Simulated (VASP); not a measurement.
A convergence study with VASP on LiI (space group no. 225 when undisturbed): one setting is varied, all else stays as given below, so the limit is that of these other settings. One atom is moved off its site, so that forces are finite.

```
CELL_PARAMETERS angstrom
      0.00000     3.02505     3.02505
      3.02505     0.00000     3.02505
      3.02505     3.02505     0.00000
ATOMIC_POSITIONS crystal
  Li 0.00826 0.00826 0.99174
  I  0.50000 0.50000 0.50000
```

All values below come from PBE GGA, VASP's PBE PAW potentials (set 64) (plane waves; VASP 6.6.1). The tightest run used: 400 eV cut-off, 18×18×18 Γ-centred mesh, Fermi-Dirac smearing of 0.050 eV, potentials Li_sv I.

Unless said otherwise, spin-orbit coupling is left out, though it shifts the bands of the heavy elements here. Gaps are read on the run's mesh, which can miss a band edge.

| setting | E (eV/atom) | pressure (GPa) | largest force (eV/Å) | gap on the mesh (eV) | irreducible k-points |
|---|---|---|---|---|---|
| 2×2×2 mesh | -2.5846 | 3.77 | 0.003 | 4.253 | 4 |
| 3×3×3 mesh | -2.8943 | -0.02 | 0.014 | 4.298 | 6 |
| 4×4×4 mesh | -2.9318 | -0.67 | 0.017 | 4.307 | 13 |

Q: These are the cheaper rows. Estimate the results at 18×18×18 mesh, and how far the last row shown lies from them.

A: 
| quantity | tightest run | last row shown is off by |
|---|---|---|
| E (eV/atom) | -2.9391 | 0.0073 |
| pressure (GPa) | -0.84 | 0.17 |
| largest force (eV/Å) | 0.018 | -0.001 |
| gap on the mesh (eV) | 4.303 | 0.005 |

Left out are rungs that failed or repeat a setting and relaxations that didn't move; long series are thinned to 24 rows.

The structure is a typed LiI crystal (space group no. 225). The cell was not relaxed at this level, it is distorted from the ideal structure.
